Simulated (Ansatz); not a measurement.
# Structural energy differences of tin

Theory: Ansatz, DFT, revPBE, plane waves (420 eV) with PAW, scalar-relativistic. (PAW data from PBE, frozen cores regenerated.)

Each structure is relaxed within its own symmetry, so a high-lying one may be dynamically unstable.

```csv
structure,ΔE (meV/atom),V (Å³/atom),cell,magnetic state
alpha-Sn (diamond),0,37.81,a = 6.713 Å,spin not included
beta-Sn (white tin),73,29.06,"a = 5.998 Å, c = 3.231 Å (c/a = 0.539)",spin not included
hcp,86,28.32,"a = 3.401 Å, c = 5.653 Å (c/a = 1.662)",spin not included
dhcp,88,28.45,"a = 3.414 Å, c = 11.272 Å (c/a = 3.302)",spin not included
fcc,89,28.66,a = 4.858 Å,spin not included
omega (AlB2-type),95,28.49,"a = 5.448 Å, c = 3.324 Å (c/a = 0.610)",spin not included
bcc,99,28.18,a = 3.834 Å,spin not included
simple cubic,104,29.96,a = 3.106 Å,spin not included
A15,149,29.43,a = 6.175 Å,spin not included
```

ΔE counts from alpha-Sn (diamond).

Differences under about 8 meV lie within the error of the k-point mesh.
